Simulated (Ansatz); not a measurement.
# CoSi$_{2}$ under pressure: fit and missing row

CoSi$_{2}$, Fm-3m, a = 5.313 Å. Ansatz: PBEsol, PAW, 420 eV, Γ-centred 14×14×14 mesh on 3 atoms, Gaussian smearing 0.10 eV; no spin polarisation. Cell and atoms are relaxed at each pressure, and no other structure is tried, so the rows at high pressure may lie past a change of phase.

```tsv
V (Å³/atom)	P (GPa)
9.612	89.99
10.485	50.01
11.276	25.01
11.829	12.00
12.247	4.04
?	1.01
12.494	-0.02
12.558	-1.00
```

Problem. Take V0 = 12.494 Å³/atom, count pressures from its P0 = -0.02 GPa, fit the third-order Birch–Murnaghan form to the other rows, and predict the missing volume.

Solution. With the Eulerian strain f = ½[(V0/V)^(2/3) − 1] and y = (P − P0)/[3f(1 + 2f)^(5/2)], the form is the line y = B0 + 1.5 B0 (B0′ − 4) f. Rows (f, y): 0.09552, 202.9; 0.06199, 200.9; 0.03539, 198.7; 0.01857, 197.0; 0.00670, 195.4; -0.00170, 193.8. Means f = 0.03608, y = 198.12; Σ(Δf)² = 0.006802, ΣΔfΔy = 0.6185; the slope is their ratio. y = 194.8 + 90.93 f GPa, so B0 = 194.8 GPa and B0′ = 4 + 2 × (90.93)/(3 × 194.8) = 4.31. P = 1.01 GPa is met at f = 0.00175 (y = 194.96), so V = V0 (1 + 2f)^(−3/2) = 12.429 Å³/atom. The run gave 12.429 Å³/atom, the same to the digits shown.